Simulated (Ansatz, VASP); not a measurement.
**Two plane-wave programs on AlN**

```xyz
4
Lattice="2.8329 0.0000 0.0000 -1.4164 2.4533 0.0000 0.0000 0.0000 4.8410" Properties=species:S:1:pos:R:3 pbc="T T T"
Al    0.0000    0.0000    0.0000
Al    0.0000    0.0000    2.4205
N     0.0000    1.6355    1.2103
N     1.4164    0.8178    3.6308
```

Alike in both runs: task single point; functional PBE; k mesh 12 × 12 × 6; no spin polarisation.

|  | VASP | Ansatz |
| --- | --- | --- |
| version | VASP 6.6.1 | Ansatz 0.2.0 |
| potentials or method | VASP PAW PBE potentials, release 64 (Al, N) | plane waves, PAW |
| plane-wave cutoff (eV) | 520 | 420 |
| occupations | gaussian, width 0.01 eV | fixed |
| valence electrons in the cell | 16 | 16 |

Ansatz gave:

```
gap on the k mesh at the Fermi level (eV) : 4.92
```

Problem. Which values does VASP return?

Solution. gap on the k mesh at the Fermi level (eV): 4.91.

A k mesh can miss the band edges. Expect the measured gap to be larger: semilocal functionals such as PBE lack the derivative discontinuity.
